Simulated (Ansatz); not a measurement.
# ZrH2 in Ansatz: the effect of Hubbard term

ZrH2:

```
Zr H
1.0
     0.00000    2.40923    2.40923
     2.40923    0.00000    2.40923
     2.40923    2.40923    0.00000
Zr H
1 2
Direct
  0.00000 0.00000 0.00000
  0.25000 0.25000 0.25000
  0.75000 0.75000 0.75000
```

The cell is a database's computed one.

Alike in all runs:

| Item | Value |
| --- | --- |
| Program | Ansatz 0.2.0 |
| Task | band structure |
| Functional | PBEsol |
| Potentials or basis | Ansatz PAW |
| Cutoff | 420 eV (not typed: the program's choice for these potentials) |
| k mesh | 10 × 10 × 10 |
| Occupations | fermi-dirac, width 0.05 eV |
| Spin | no spin polarisation |
| Path | [["G", "X", "W", "K", "G", "L", "U", "W", "L", "K"], ["U", "X"]] |
| Points for each segment of the path | 14 |
| Hubbard projectors | ortho-atomic (the default) |
| Double counting | fll (the default) |

| Hubbard term | pressure (GPa) |
| --- | --- |
| none | -4.6 |
| Zr d U = 1 eV | -3.9 |
| Zr d U = 2 eV | -3.1 |
| Zr d U = 3 eV | -2.2 |
| Zr d U = 4 eV | -1.2 |
| Zr d U = 5 eV | 0.1 |
| Zr d U = 6 eV | 1.4 |
| Zr d U = 8 eV | ? |

Task: What does the run with Hubbard term Zr d U = 8 eV give?

Result: Pressure 4.8 GPa.

Worked out: A parabola through the other rows of the pressure, of slope 1.67 GPa per eV there, extrapolates to 4.5 GPa, against the run's 4.8.

Caveats: the PAW data sets come from PBE, with cores solved anew for the run's functional, which leaves a small shift of forces and pressure; U without spin polarisation on a metal has little footing (some runs); the U is typed as a test and isn't derived for this compound (some runs).
